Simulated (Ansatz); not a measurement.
# C2H4O2: harmonic frequencies at the relaxed geometry from a Python script

At which frequencies does C2H4O2 vibrate? Wanted for C2H4O2: harmonic frequencies at the relaxed geometry.

Computed with the Python package of Ansatz 0.2.0. Level of theory: B3LYP/cc-pVDZ.

## 1. Starting point

Bond lengths: C1–C2 1.493 Å, C2–O3 1.219 Å, C2–O4 1.346 Å, C1–H5 1.093 Å, C1–H6 1.094 Å, C1–H7 1.093 Å, O4–H8 0.980 Å. Angles: C1–C2–O3 126.6°, C1–C2–O4 112.4°, O3–C2–O4 121.0°, C2–C1–H5 109.8°, C2–C1–H6 109.3°, C2–C1–H7 109.8°, H5–C1–H6 108.6°, H5–C1–H7 110.6°, H6–C1–H7 108.6°, C2–O4–H8 104.1°.

No structure file is read: the coordinates are typed or built in the script.

## 2. The script

Contents of c2h4o2_freq.py:

```python
"""Harmonic frequencies of C2H4O2 at its relaxed geometry."""

import itertools

import ansatz as az
from ase.data import atomic_numbers, covalent_radii
import numpy as np


def main() -> None:
    geometry_ang = [
        ("C", (-0.9539, -0.0742, -0.1129)),
        ("C", (0.4857, 0.2949, 0.0279)),
        ("O", (0.9577, 1.4164, -0.041)),
        ("O", (1.2706, -0.7753, 0.2509)),
        ("H", (-1.3075, -0.5447, 0.8079)),
        ("H", (-1.5431, 0.8297, -0.2918)),
        ("H", (-1.0821, -0.7484, -0.9632)),
        ("H", (2.1725, -0.3983, 0.3223)),
    ]
    molecule = az.Crystal.molecule()
    for symbol, xyz in geometry_ang:
        molecule = molecule.atom(symbol, xyz)

    setup = molecule.calculation().basis(gaussian="cc-pVDZ").functional("b3lyp")
    symbols = [site.symbol for site in molecule.cartesian_sites]
    start = np.array([site.position_ang for site in molecule.cartesian_sites], dtype=float)
    data = setup.relax(force_tolerance=0.003, max_steps=100).run(threads=1).report
    end = np.array(data["positions_ang"])

    # pairs closer than 1.2 times the sum of covalent radii, before or after
    radius = [covalent_radii[atomic_numbers[s]] for s in symbols]
    span = lambda where, i, j: np.linalg.norm(where[i] - where[j])
    bonded = [(i, j) for i, j in itertools.combinations(range(len(symbols)), 2) if min(span(start, i, j), span(end, i, j)) < 1.2 * (radius[i] + radius[j])]
    print("pair        before    after (A)")
    for i, j in bonded:
        print(f"{symbols[i]}{i}-{symbols[j]}{j}".ljust(10), f"{span(start, i, j):8.4f} {span(end, i, j):8.4f}")

    # same settings at the minimum
    minimum = az.Crystal.molecule()
    for symbol, place in zip(symbols, end):
        minimum = minimum.atom(symbol, place.tolist())
    vibrating = (
        minimum.calculation()
        .basis(gaussian="cc-pVDZ")
        .functional("b3lyp")
        .phonons(temperatures=(200, 600, 100))
    )
    vib = vibrating.run(threads=1).report["vibrations"]
    sums = vib["harmonic_sums"]
    modes = [m["omega_inv_cm"] for m in sums["modes_at_gamma"] if m["rigid_motion"] == "no"]
    print("frequencies (1/cm):", " ".join(f"{w:.0f}" for w in modes))
    print("imaginary modes:", sum(w < 0 for w in modes), " zero-point energy:", round(sums["zero_point_energy_ev"], 4), "eV")
    print("T (K)   F_vib (eV)   S_vib (meV/K)   C_vib (meV/K)")
    for row in zip(sums["temperatures_k"], sums["vibrational_free_energy_ev"], vib["entropy_ev_per_k"], vib["heat_capacity_ev_per_k"]):
        print(f"{row[0]:6.1f} {row[1]:11.4f} {1000 * row[2]:13.4f} {1000 * row[3]:15.4f}")


if __name__ == "__main__":
    main()
```

## 3. Launch

Command:

```sh
python c2h4o2_freq.py
```

Q: Predict the main results. Wanted: moves of the relaxation of run 1; energy gained in run 1; last largest force component of run 1; highest frequency; imaginary modes; zero-point energy.

As calculated:

| quantity | value |
| --- | --- |
| runs compared | 2 |
| moves of the relaxation of run 1 | 5 |
| energy gained in run 1 | 0.024 eV |
| last largest force component of run 1 | 0.0013 eV/Å |
| highest frequency | 3703 cm⁻¹ |
| imaginary modes | 0 |
| zero-point energy | 1.670 eV |

What this shows: The dearest, run 2 (phonons), took some 5.3 times as long as run 1 (relaxation). Run 1: The relaxation took 5 moves; the largest shift is 0.038 Å, of atom 8 (H). All frequencies are real, so the geometry is a minimum. The values are harmonic; measured fundamentals also hold anharmonic shifts, mostly downward for stretches. The frequencies are harmonic and unscaled, in a modest basis. The result belongs to the one conformer reached from this start, and soft torsions count as harmonic oscillators. b3lyp holds the VWN-RPA fit, as in Gaussian; the form of ORCA and Turbomole is b3lyp5.
